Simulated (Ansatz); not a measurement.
Effect of pressure 45 GPa on InCuS2

Start from InCuS₂ in the chalcopyrite structure (space group I-42d, No. 122; a = 5.5220 Å, c = 11.1303 Å).

Now apply this change: cell and atoms relaxed at a pressure of 45 GPa.

The values are results of r2SCAN (Ansatz, a program for electronic structure), scalar-relativistic without spin-orbit coupling, not measurements. k-mesh 9×9×9 (Γ-centred); smearing 0.05 eV (Fermi–Dirac).

| quantity | base | changed | shift |
|---|---|---|---|
| volume per atom | 21.21 Å³ | 15.64 Å³ | -5.57 Å³ |
| density | 4.75 g/cm³ | 6.44 g/cm³ | +1.69 g/cm³ |
| lattice parameter a | 5.522 Å | 4.807 Å | -0.715 Å |
| c/a ratio | 2.016 | 2.253 | +0.2377 |
| shortest interatomic distance | 2.311 Å | 2.071 Å | -0.2393 Å |
| enthalpy H = E + PV relative to the base's energy | – | +4.99 eV/atom | – |
| band gap | 0.36 eV | 1.21 eV | +0.85 eV |
| gap character | direct at Γ | direct at Γ | – |
| width of the top valence band | 0.79 eV | 1.69 eV | +0.90 eV |
| valence-band top at Γ (three highest levels, from the VBM) | 0.00, -0.02, -0.02 eV | 0.00, 0.00, -0.64 eV | – |

Cost of the whole job for the changed cell (relaxation, final SCF and bands): very roughly 17 core-minutes.

Load acts through the strain it causes; cell and atoms are relaxed under it. Whether these cells are dynamically stable was not tested. Competing high-pressure phases were not computed. All final runs are without spin polarisation.
